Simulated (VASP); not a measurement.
# Li2O (Fm-3m) in VASP: band structure with PBE

Aim: the band structure of Li2O with PBE.

All numbers are computed with VASP 6.6.1; they aren't measurements. Logs are shortened: lines on timing, memory, paths and dates and some standing lists are left out, and cuts for length are marked.

## 1. The crystal as given

It takes space group Fm-3m (No. 225, cubic). Conventional cell: a = 4.617 Å, b = 4.617 Å, c = 4.617 Å, α = 90.00°, β = 90.00°, γ = 90.00°. O (site symmetry m-3m) is surrounded by 8 Li at 2.00 Å. Li (site symmetry -43m) is surrounded by 4 O at 2.00 Å.

The cell was built by a generator and needn't be a form met in nature.

## 2. Band structure, PBE

The input, INCAR:

```
SYSTEM = Li2O
PREC = Accurate
ENCUT = 700
EDIFF = 1E-6
ISMEAR = 0
SIGMA = 0.02
LREAL = .FALSE.
LASPH = .TRUE.
NELM = 100
ALGO = Fast
ISIF = 2
LWAVE = .FALSE.
LCHARG = .FALSE.
GGA = PE
```

The input, KPOINTS:

```
Automatic mesh
0
G
  10 10 10
  0 0 0
```

The input, POSCAR:

```
Li2O                                    
1.0
   -0.0000000000      2.3086150432      2.3086150432
    2.3086150432     -0.0000000000      2.3086150432
    2.3086150432      2.3086150432     -0.0000000000
  O               Li            
     1     2
Direct
     0.0000000000000000    0.0000000000000000    0.0000000000000000
     0.2500000000000000    0.2500000000000000    0.2500000000000000
     0.7500000000000000    0.7500000000000000    0.7500000000000000
```

The input, KPOINTS_OPT:

```
path GXWKGLUWLK,UX
20
line-mode
reciprocal
 0.0000000000  0.0000000000  0.0000000000  G
 0.5000000000  0.0000000000  0.5000000000  X

 0.5000000000  0.0000000000  0.5000000000  X
 0.5000000000  0.2500000000  0.7500000000  W

 0.5000000000  0.2500000000  0.7500000000  W
 0.3750000000  0.3750000000  0.7500000000  K

 0.3750000000  0.3750000000  0.7500000000  K
 0.0000000000  0.0000000000  0.0000000000  G

 0.0000000000  0.0000000000  0.0000000000  G
 0.5000000000  0.5000000000  0.5000000000  L

 0.5000000000  0.5000000000  0.5000000000  L
 0.6250000000  0.2500000000  0.6250000000  U

 0.6250000000  0.2500000000  0.6250000000  U
 0.5000000000  0.2500000000  0.7500000000  W

 0.5000000000  0.2500000000  0.7500000000  W
 0.5000000000  0.5000000000  0.5000000000  L

 0.5000000000  0.5000000000  0.5000000000  L
 0.3750000000  0.3750000000  0.7500000000  K

 0.6250000000  0.2500000000  0.6250000000  U
 0.5000000000  0.0000000000  0.5000000000  X
```

Potentials or basis: VASP PAW PBE potentials, release 64 (O, Li_sv).

Launch:

```sh
$ cat potpaw_PBE.64/O/POTCAR potpaw_PBE.64/Li_sv/POTCAR > POTCAR
$ mpirun -np 1 vasp_std > vasp.out
```

OUTCAR:

```text
SYSTEM = Li2O
   PREC = Accurate
   ENCUT = 700
   EDIFF = 1E-6
   ISMEAR = 0
   LREAL = .FALSE.
   LASPH = .TRUE.
   NELM = 100
   ISIF = 2
   GGA = PE

 ion  position               nearest neighbor table
   1  0.000  0.000  0.000-   2 2.00   3 2.00   3 2.00   3 2.00   3 2.00   2 2.00   2 2.00   2 2.00

   2  0.250  0.250  0.250-   1 2.00   1 2.00   1 2.00   1 2.00   3 2.31   3 2.31   3 2.31   3 2.31
                             3 2.31   3 2.31
   3  0.750  0.750  0.750-   1 2.00   1 2.00   1 2.00   1 2.00   2 2.31   2 2.31   2 2.31   2 2.31
                             2 2.31   2 2.31

  LATTYP: Found a face centered cubic cell.
 ALAT       =     4.6172300864

  Lattice vectors:

 A1 = (   0.0000000000,   2.3086150432,   2.3086150432)
 A2 = (   2.3086150432,   0.0000000000,   2.3086150432)
 A3 = (   2.3086150432,   2.3086150432,   0.0000000000)

Analysis of symmetry for initial positions (statically):
=====================================================================
 Subroutine PRICEL returns:
 Original cell was already a primitive cell.

 Routine SETGRP: Setting up the symmetry group for a
 face centered cubic supercell.

 Subroutine GETGRP returns: Found 48 space group operations
 (whereof 48 operations were pure point group operations)
 out of a pool of 48 trial point group operations.

The static configuration has the point symmetry O_h .

Analysis of symmetry for dynamics (positions and initial velocities):
=====================================================================
 Subroutine PRICEL returns:
 Original cell was already a primitive cell.

 Routine SETGRP: Setting up the symmetry group for a
 face centered cubic supercell.

 Subroutine GETGRP returns: Found 48 space group operations
 (whereof 48 operations were pure point group operations)
 out of a pool of 48 trial point group operations.

The dynamic configuration has the point symmetry O_h .

 Subroutine INISYM returns: Found 48 space group operations
 (whereof 48 operations are pure point group operations),
 and found     1 'primitive' translations

----------------------------------------------------------------------------------------

                                     Primitive cell

  volume of cell :      24.6085

  direct lattice vectors                    reciprocal lattice vectors
     0.000000000  2.308615043  2.308615043    -0.216580067  0.216580067  0.216580067
     2.308615043  0.000000000  2.308615043     0.216580067 -0.216580067  0.216580067
     2.308615043  2.308615043  0.000000000     0.216580067  0.216580067 -0.216580067

  length of vectors
     3.264874704  3.264874704  3.264874704     0.375127679  0.375127679  0.375127679

  position of ions in fractional coordinates (direct lattice)
     0.000000000  0.000000000  0.000000000
     0.250000000  0.250000000  0.250000000
     0.750000000  0.750000000  0.750000000

  ion indices of the primitive-cell ions
   primitive index   ion index
                 1           1
                 2           2
                 3           3

----------------------------------------------------------------------------------------

 KPOINTS: Automatic mesh

Automatic generation of k-mesh.
 Grid dimensions read from file:
 generate k-points for:   10   10   10

 Generating k-lattice:

  Cartesian coordinates                     Fractional coordinates (reciprocal lattice)
    -0.021658007  0.021658007  0.021658007     0.100000000  0.000000000  0.000000000
     0.021658007 -0.021658007  0.021658007     0.000000000  0.100000000  0.000000000
     0.021658007  0.021658007 -0.021658007     0.000000000  0.000000000  0.100000000

  Length of vectors
     0.037512768  0.037512768  0.037512768

  Shift w.r.t. Gamma in fractional coordinates (k-lattice)
     0.000000000  0.000000000  0.000000000

 Subroutine IBZKPT returns following result:
 ===========================================

 Found     47 irreducible k-points:

 Following reciprocal coordinates:
            Coordinates               Weight
  0.000000  0.000000  0.000000      1.000000
  0.100000  0.000000  0.000000      8.000000
  0.200000  0.000000  0.000000      8.000000
  0.300000  0.000000  0.000000      8.000000
  0.400000  0.000000  0.000000      8.000000
  0.500000  0.000000  0.000000      4.000000
[... 16 lines left out ...]
  0.300000  0.300000  0.000000      6.000000
  0.400000  0.300000  0.000000     24.000000
 [... further k-points ...]
   k-points           NKPTS =     47   k-points in BZ     NKDIM =     47   number of bands    NBANDS=     10
   number of dos      NEDOS =    301   number of ions     NIONS =      3
   total plane-waves  NPLWV =  21952
   dimension x,y,z NGX =    28 NGY =   28 NGZ =   28
   dimension x,y,z NGXF=    56 NGYF=   56 NGZF=   56
   ions per type =               1   2
   NGX,Y,Z   is equivalent  to a cutoff of  14.26, 14.26, 14.26 a.u.
   NGXF,Y,Z  is equivalent  to a cutoff of  28.51, 28.51, 28.51 a.u.
 SYSTEM =  Li2O
   PREC   = accura    normal or accurate (medium, high low for compatibility)
   ISTART =      0    job   : 0-new  1-cont  2-samecut
   ICHARG =      2    charge: 1-file 2-atom 10-const
   ISPIN  =      1    spin polarized calculation?
   LNONCOLLINEAR =      F non collinear calculations
   LSORBIT =      F    spin-orbit coupling
   LASPH  =      T    aspherical Exc in radial PAW
   ENCUT  =  700.0 eV  51.45 Ry    7.17 a.u.   7.04  7.04  7.04*2*pi/ulx,y,z
   NELM   =    100;   NELMIN=  2; NELMDL= -5     # of ELM steps
   EDIFF  = 0.1E-05   stopping-criterion for ELM
   LREAL  =      F    real-space projection
   EDIFFG = 0.1E-04   stopping-criterion for IOM
   NSW    =      0    number of steps for IOM
   IBRION =     -1    ionic relax: 0-MD 1-quasi-New 2-CG
   NFREE  =      0    steps in history (QN), initial steepest desc. (CG)
   ISIF   =      2    stress and relaxation
   ISYM   =      2    0-nonsym 1-usesym 2-fastsym
   POTIM  = 0.5000    time-step for ionic-motion
   TEBEG  =    0.0;   TEEND  =   0.0 temperature during run
   PSTRESS=    0.0 pullay stress
   NELECT =      12.0000    total number of electrons
   NUPDOWN=      -1.0000    fix difference up-down
   EMIN   =  10.00;   EMAX   =-10.00  energy-range for DOS
   EFERMI =   0.00;   METHOD = LEGACY
   ISMEAR =     0;   SIGMA  =   0.02  broadening in eV -4-tet -1-fermi 0-gaus
   EFERMI_NEDOS =   21; number of points for ismear=-14 and -15
   IALGO  =     68    algorithm
   IMIX   =      4    mixing-type and parameters
     AMIX     =   0.40;   BMIX     =  1.00
     AMIX_MAG =   1.60;   BMIX_MAG =  1.00
  volume/ion in A,a.u.               =       8.20        55.36
  Fermi-wavevector in a.u.,A,eV,Ry     =   1.288567  2.435039 22.591186  1.660405
  Thomas-Fermi vector in A             =   2.420513
   LORBIT       =      0    0 simple, 1 ext, 2 COOP (PROOUT), +10 PAW based schemes
   GGA     = PE    functional components
   LHFCALC =     F    Hartree Fock is set to
   AEXX    =    0.0000 exact exchange contribution
   IVDW    =     0    specifies the selected vdW correction
   LEPSILON=     F    determine dielectric tensor
   LRPA    =     F    only Hartree local field effects (RPA)
 non-spin polarized calculation
 RMM-DIIS sequential band-by-band and
 Gauss-broadening in eV      SIGMA  =   0.02
  energy-cutoff  :      700.00
  volume of cell :       24.61
 maximum number of plane-waves:      1056
   NGX = 15   NGY = 15   NGZ = 15

 number of electron      12.0000000 magnetization

 Free energy of the ion-electron system (eV)
  ---------------------------------------------------
  ext. energy  EPLUGINS =         0.00000000
  ---------------------------------------------------
  free energy    TOTEN  =       -14.35494228 eV

  energy without entropy =      -14.35494228  energy(sigma->0) =      -14.35494228

 E-fermi :   1.4596     XC(G=0):  -9.7587

 val. band max:        1.3428071623   @ k =   0.0000   0.0000   0.0000
 cond. band min:       6.3233469194   @ k =   0.5000   0.5000   0.0000
 fundamental gap:      4.9805397570
 Fermi energy:         1.4595522580

 k-point     1 :       0.0000    0.0000    0.0000
  band No.  band energies     occupation
      1     -41.6385      2.00000
      2     -41.3076      2.00000
      3     -14.1076      2.00000
      4       1.3428      2.00000
      5       1.3428      2.00000
      6       1.3428      2.00000
      7       6.6274      0.00000
      8      13.2880      0.00000
      9      13.2880      0.00000
     10      13.2880      0.00000

 k-point     2 :       0.1000    0.0000    0.0000
  band No.  band energies     occupation
      1     -41.6291      2.00000
      2     -41.3143      2.00000
      3     -14.0881      2.00000
      4       1.0026      2.00000
      5       1.2958      2.00000
      6       1.2958      2.00000
      7       6.9015      0.00000
      8      13.3067      0.00000
      9      13.4339      0.00000
     10      13.4339      0.00000

 k-point     3 :       0.2000    0.0000    0.0000
  band No.  band energies     occupation
      1     -41.6022      2.00000
      2     -41.3347      2.00000
      3     -14.0349      2.00000
      4       0.2193      2.00000
      5       1.1772      2.00000
      6       1.1772      2.00000
      7       7.5948      0.00000
      8      13.2316      0.00000
      9      13.7035      0.00000
     10      13.7035      0.00000
[... 248 lines left out ...]
 k-point    23 :       0.3000    0.3000    0.0000
  band No.  band energies     occupation
      1     -41.5538      2.00000
      2     -41.3688      2.00000
      3     -13.9297      2.00000
      4       0.0699      2.00000
      5       0.3951      2.00000
      6       0.3951      2.00000
      7       7.2632      0.00000
      8      14.1786      0.00000
      9      14.1786      0.00000
     10      15.1831      0.00000

 k-point    24 :       0.4000    0.3000    0.0000
  band No.  band energies     occupation
      1     -41.5302      2.00000
      2     -41.3870      2.00000
      3     -13.8867      2.00000
      4      -0.3075      2.00000
      5       0.2567      2.00000
      6       0.3032      2.00000
      7       7.2279      0.00000
      8      13.9811      0.00000
      9      14.3850      0.00000
     10      15.4869      0.00000

 [... further k-points ...]

------------------------ aborting loop because EDIFF is reached ----------------------------------------

  FORCE on cell =-STRESS in cart. coord.  units (eV):
  Direction    XX          YY          ZZ          XY          YZ          ZX
  --------------------------------------------------------------------------------------
  -------------------------------------------------------------------------------------
  Total       -0.0027699     -0.0027699     -0.0027699     -0.0000000     -0.0000000      0.0000000
  in kB       -0.1803407     -0.1803407     -0.1803407     -0.0000000     -0.0000000      0.0000000
  external PRESSURE =      -0.1803407 kB  Pullay stress =       0.0000000 kB

 VOLUME and BASIS-vectors are now :
 -----------------------------------------------------------------------------
  energy-cutoff  :      700.00
  volume of cell :       24.61
      direct lattice vectors                 reciprocal lattice vectors
     0.000000000  2.308615043  2.308615043    -0.216580067  0.216580067  0.216580067
     2.308615043  0.000000000  2.308615043     0.216580067 -0.216580067  0.216580067
     2.308615043  2.308615043  0.000000000     0.216580067  0.216580067 -0.216580067

 POSITION                                       TOTAL-FORCE (eV/Angst)
 -----------------------------------------------------------------------------------
      0.00000      0.00000      0.00000         0.000000      0.000000      0.000000
      1.15431      1.15431      1.15431        -0.000000     -0.000000     -0.000000
      3.46292      3.46292      3.46292         0.000000      0.000000      0.000000
 -----------------------------------------------------------------------------------
    total drift:                                0.000000      0.000000      0.000000

  FREE ENERGIE OF THE ION-ELECTRON SYSTEM (eV)
  ---------------------------------------------------
  free  energy   TOTEN  =       -14.3549422820 eV

  energy  without entropy=      -14.3549422820  energy(sigma->0) =      -14.35494228
```

Wall time 54 s (1 thread of Intel Xeon Platinum 8259CL at 2.50GHz (Skylake/Cascade Lake), shared host); peak memory 0.16 GiB.

What came out:

```
Free energy             : -14.3549 eV
Pressure                : 0.0 GPa
Band gap on the k mesh  : 4.98 eV, indirect (least direct gap 5.28 eV)
Band gap along the path : 4.98 eV, indirect (least direct gap 5.28 eV)
```

Levels at the corners of the path, in eV from the valence-band top:
| point | band 2 | band 3 | band 4 | band 5 | band 6 | band 7 | band 8 | band 9 | band 10 |
| --- | --- | --- | --- | --- | --- | --- | --- | --- | --- |
| Γ | -42.65 | -15.45 | 0.00 | 0.00 | 0.00 | 5.28 | 11.95 | 11.95 | 11.95 |
| X | -42.74 | -15.18 | -1.60 | -1.38 | -1.38 | 4.98 | 13.55 | 13.55 | 14.74 |
| X | -42.74 | -15.18 | -1.60 | -1.38 | -1.38 | 4.98 | 13.55 | 13.55 | 14.74 |
| W | -42.80 | -15.17 | -1.82 | -1.49 | -1.49 | 7.18 | 10.44 | 14.12 | 14.12 |
| W | -42.80 | -15.17 | -1.82 | -1.49 | -1.49 | 7.18 | 10.44 | 14.12 | 14.12 |
| K | -42.78 | -15.17 | -2.02 | -1.51 | -1.09 | 6.56 | 11.62 | 13.31 | 14.34 |
| K | -42.78 | -15.17 | -2.02 | -1.51 | -1.09 | 6.56 | 11.62 | 13.31 | 14.34 |
| Γ | -42.65 | -15.45 | 0.00 | 0.00 | 0.00 | 5.28 | 11.95 | 11.95 | 11.95 |
| Γ | -42.65 | -15.45 | 0.00 | 0.00 | 0.00 | 5.28 | 11.95 | 11.95 | 11.95 |
| L | -42.80 | -15.22 | -2.77 | -0.45 | -0.45 | 9.22 | 9.83 | 12.07 | 12.07 |
| L | -42.80 | -15.22 | -2.77 | -0.45 | -0.45 | 9.22 | 9.83 | 12.07 | 12.07 |
| U | -42.78 | -15.17 | -2.02 | -1.51 | -1.09 | 6.56 | 11.62 | 13.31 | 14.34 |
| U | -42.78 | -15.17 | -2.02 | -1.51 | -1.09 | 6.56 | 11.62 | 13.31 | 14.34 |
| W | -42.80 | -15.17 | -1.82 | -1.49 | -1.49 | 7.18 | 10.44 | 14.12 | 14.12 |
| W | -42.80 | -15.17 | -1.82 | -1.49 | -1.49 | 7.18 | 10.44 | 14.12 | 14.12 |
| L | -42.80 | -15.22 | -2.77 | -0.45 | -0.45 | 9.22 | 9.83 | 12.07 | 12.07 |
| L | -42.80 | -15.22 | -2.77 | -0.45 | -0.45 | 9.22 | 9.83 | 12.07 | 12.07 |
| K | -42.78 | -15.17 | -2.02 | -1.51 | -1.09 | 6.56 | 11.62 | 13.31 | 14.34 |
| U | -42.78 | -15.17 | -2.02 | -1.51 | -1.09 | 6.56 | 11.62 | 13.31 | 14.34 |
| X | -42.74 | -15.18 | -1.60 | -1.38 | -1.38 | 4.98 | 13.55 | 13.55 | 14.75 |

PBE gaps usually lie below the measured ones, often by a third to a half.
